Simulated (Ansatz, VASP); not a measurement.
One calculation of LiF, two programs

```
CELL_PARAMETERS angstrom
0.00000 2.01400 2.01400
2.01400 0.00000 2.01400
2.01400 2.01400 0.00000
ATOMIC_POSITIONS crystal
Li 0.01755 0.00000 0.00000
F 0.50000 0.50000 0.50000
```

Change from the starting cell: all Li atoms moved -0.050 Å, as atom 1 towards its neighbour atom 1 (Li) at 2.848 Å.

Alike in both runs: task single point; functional PBE; k mesh 10 × 10 × 10; occupations gaussian, width 0.05 eV; no spin polarisation.

|  | VASP | Ansatz |
| --- | --- | --- |
| version | VASP 6.6.1 | Ansatz 0.2.0 |
| potentials or method | VASP PAW PBE potentials, release 64 (Li_sv, F) | scalar-relativistic, plane waves, PAW |
| plane-wave cutoff (eV) | 520 | 420 |
| valence electrons in the cell | 10 | 10 |

VASP gave:

| Quantity | Value |
| --- | --- |
| gap on the k mesh at the Fermi level (eV) | 9.08 |
| least direct gap on the mesh (eV) | 9.08 |
| rms of the force components (eV/Å) | 0.049 |

Task: Estimate Ansatz's values.

Result: gap on the k mesh at the Fermi level (eV): 9.09; least direct gap on the mesh (eV): 9.09; rms of the force components (eV/Å): 0.046.

Atom by atom the forces differ by 0.003 eV/Å (rms over components).

 A k mesh can miss the band edges.
